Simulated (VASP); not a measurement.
Here is a VASP 6.6.1 calculation.

Contents of INCAR:

```
PREC = Accurate
ENCUT = 600
EDIFF = 1E-7
ISMEAR = 0
SIGMA = 0.03
LREAL = False
LASPH = True
NELM = 80
ALGO = Normal
ISIF = 3
LWAVE = False
LCHARG = False
GGA = MK
LUSE_VDW = True
AGGAC = 0.0
PARAM1 = 0.1234
PARAM2 = 0.711357
ZAB_VDW = -1.8867
IBRION = 2
NSW = 90
EDIFFG = -0.005
```

File KPOINTS:

```
regular mesh
0
Gamma
  9 9 5
```

POSCAR

```
SnS2                                    
1.0
    3.6876449993     -0.0000000000     -0.0000000000
   -1.8438224996      3.1935942495      0.0000000000
   -0.0000000000      0.0000000000      5.8846166154
  Sn              S             
     1     2
Direct
     0.0000000000000000    0.0000000000000000    1.0000000000000000
     0.3333333332999970    0.6666666667000030    0.2521217538563311
     0.6666666667000030    0.3333333332999970    0.7478782461436688
```

Potentials or basis: VASP PAW PBE potentials, release 64 (Sn_d, S).

The run is started by

```sh
$ cat potpaw_PBE.64/Sn_d/POTCAR potpaw_PBE.64/S/POTCAR > POTCAR
$ mpirun -np 1 vasp_std > vasp.out
```

Q: Predict the space group after relaxing (to 0.05 Å).

A: P-3m1 (No. 164).

Q: Predict the band gap on the k mesh.

A: 1.23 eV, indirect (least direct gap 1.57 eV).

Final structure:
```yaml
crystal:
  lattice:
    - [3.68730, 0.00000, 0.00000]
    - [-1.84365, 3.19329, 0.00000]
    - [0.00000, 0.00000, 5.87853]
  atoms:
    - { symbol: Sn, position: [0.00000, 0.00000, 0.00000] }
    - { symbol: S, position: [0.33333, 0.66667, 0.25228] }
    - { symbol: S, position: [0.66667, 0.33333, 0.74772] }
```

Caveat: spin-orbit coupling is left out, which moves the levels of the heavy elements; an odd mesh through Γ misses points on the zone boundary, where band edges often lie.
